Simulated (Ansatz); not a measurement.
SiC (P6_3mc), generalised stacking fault

Theory: Ansatz 0.2.0, DFT PBE, scalar-relativistic, plane waves, PAW. Cutoff 420 eV, Γ-centred 9×5×3 k-points, Gaussian smearing of 0.05 eV. No spin polarisation. Energies are free energies at this smearing, counted from the undisturbed cell; pressure is positive in compression.

The undisturbed cell (relaxed at this level):

```xyz
16
Lattice="1.5459 -2.6775 0.0000 0.0000 0.0000 -5.0740 9.2753 5.3551 0.0000" Properties=species:S:1:pos:R:3 pbc="T T T"
Si    8.5024    3.1238   -5.0509
Si    0.7729    0.4463   -5.0509
Si    3.8647    0.4463   -5.0509
Si    5.4106    3.1238   -5.0509
Si    8.5024    4.9088   -2.5139
Si    2.3188   -0.4463   -2.5139
Si    3.8647    2.2313   -2.5139
Si    6.9565    2.2313   -2.5139
C     8.5024    3.1238   -3.1437
C     0.7729    0.4463   -3.1437
C     3.8647    0.4463   -3.1437
C     5.4106    3.1238   -3.1437
C     8.5024    4.9088   -0.6067
C     2.3188   -0.4463   -0.6067
C     3.8647    2.2313   -0.6067
C     6.9565    2.2313   -0.6067
```

The cut lies on the cell's a–b face, a (1 0 0) plane (indices in the standard cell, whose axes needn't be the Cartesian ones shown) of area 15.69 Å², between layers 1.79 Å apart. Vector c is tilted by f times 1·a + 0·b (length 3.092 Å) with the atoms' Cartesian places fixed: one unrelaxed fault a cell.

```csv
f,γ (mJ/m²),"shear traction, the slope of γ along the slip (GPa)"
0.0000,0,0.0
0.1000,307,19.7
0.2000,1189,36.3
0.3000,2445,42.3
0.4000,3599,28.7
0.5000,4062,0.0
```

By symmetry 0.6000 repeats 0.4000, 0.8000 repeats 0.2000, 0.7000 repeats 0.3000, 0.9000 repeats 0.1000 in energy, with the opposite slope along the path.

Cost: 6 runs of about 2 core-minutes in all, on Intel Xeon 6975P-C (Granite Rapids) (shared hosts).